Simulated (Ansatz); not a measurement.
A (110) slab of CoSi2 (Fm-3m (No. 225)), 6 planes, outer planes CoSi2 (top) and CoSi2 (bottom), with 18 atoms (Co6Si12) in a surface cell of A = 19.956 Å², as cut from the bulk:

```xyz
18
Lattice="3.7565 0.0000 0.0000 0.0000 5.3125 0.0000 0.0000 0.0000 24.3913" Properties=species:S:1:pos:R:3 pbc="T T T"
Co    1.8783    2.6563    7.5000
Si    0.0000    3.9844    7.5000
Si    0.0000    1.3281    7.5000
Co    0.0000    0.0000    9.3783
Si    1.8783    1.3281    9.3783
Si    1.8783    3.9844    9.3783
Co    1.8783    2.6563   11.2565
Si    0.0000    3.9844   11.2565
Si    0.0000    1.3281   11.2565
Co    0.0000    0.0000   13.1348
Si    1.8783    1.3281   13.1348
Si    1.8783    3.9844   13.1348
Co    1.8783    2.6563   15.0130
Si    0.0000    3.9844   15.0130
Si    0.0000    1.3281   15.0130
Co    0.0000    0.0000   16.8913
Si    1.8783    1.3281   16.8913
Si    1.8783    3.9844   16.8913
```

All numbers below come from DFT PBEsol, scalar-relativistic, plane waves, PAW in Ansatz 0.2.0. Settings: cutoff 420 eV, Γ-centred mesh 9×7×1 on the computed 18-atom cell, Gaussian smearing of 0.10 eV; no spin polarisation.

Against the same 18 atoms in the bulk, the slab as cut lies 4.977 eV higher and the relaxed slab 4.904 eV higher. Bulk and slab both ran without spin polarisation, so these energies, and the surface energy and work of the cut from them, are those of a non-magnetic state, though Co often carries moments.

Q: Work out the surface energy before and after relaxation.

A: The slab has two faces, so γ = (E_slab − N·E_bulk)/(2A), the mean of both. As cut: 4.977/(2 × 19.956) = 0.1247 eV/Å², and 1 eV/Å² = 16.02 J/m², so γ = 2.00 J/m². Relaxed: 4.904/(2 × 19.956) = 0.1229 eV/Å² = 1.97 J/m². Relaxation recovers 1.5 % of the cost of cutting.

Q: What is the ideal work of this cut, per area?

A: Griffith's ideal work is 2γ: 4.00 J/m² if the new faces stay rigid, 3.94 J/m² if they relax. One thickness was run, 6 planes, so γ can still shift with it.

Spin polarisation was left out, and a magnetic state may lie lower.